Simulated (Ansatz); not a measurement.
PbO2:

```
Pb O
1.0
     4.99496    0.00000    0.00000
     0.00000    4.99496    0.00000
     0.00000    0.00000    3.40900
Pb O
2 4
Cartesian
  2.4975 2.4975 1.7045
  0.0000 0.0000 0.0000
  3.4594 3.4594 0.0000
  4.0331 0.9619 1.7045
  0.9619 4.0331 1.7045
  1.5356 1.5356 0.0000
```

The cell is a database's computed one.

| Item | Value |
| --- | --- |
| Program | Ansatz 0.2.0 |
| Task | relaxation of cell and atoms |
| Functional | LDA |
| Potentials or basis | Ansatz PAW |
| Cutoff | 420 eV (not typed: the program's choice for these potentials) |
| k mesh | 6 × 6 × 8 |
| Occupations | fermi-dirac, width 0.05 eV |
| Spin | no spin polarisation |

At the start: volume 14.18 Å³/atom.

**Question.** Where does the relaxation end?

**Answer.** It ends after 8 steps and the volume is 13.77 Å³/atom (-2.9 %); space group P4_2/mnm (No. 136, to 0.05 Å).

Step by step:
```csv
step,energy change (eV),largest force (eV/Å),volume (Å³)
1,0.0000,0.0523,85.05
2,-0.0411,0.0576,82.43
3,-0.0402,0.0086,82.79
4,-0.0404,0.0031,82.76
5,-0.0405,0.0023,82.75
6,-0.0303,0.0027,82.75
7,-0.0310,0.0004,82.63
8,-0.0303,0.0004,82.63
```

Final structure:
```xyz
6
Lattice="4.9374 0.0000 0.0000 0.0000 4.9374 0.0000 0.0000 0.0000 3.3893" Properties=species:S:1:pos:R:3 pbc="T T T"
Pb    2.4687    2.4687    1.6947
Pb    0.0000    0.0000    0.0000
O     3.4197    3.4197    0.0000
O     3.9865    0.9510    1.6947
O     0.9510    3.9865    1.6947
O     1.5177    1.5177    0.0000
```

Caveat: the plane-wave basis is chosen anew once the cell has moved, so the energies of steps on either side of that aren't comparable; the pressure holds a Pulay correction of +0.8 GPa for the finite cutoff; the PAW data sets come from PBE, with cores solved anew for the run's functional, which leaves a small shift of forces and pressure.
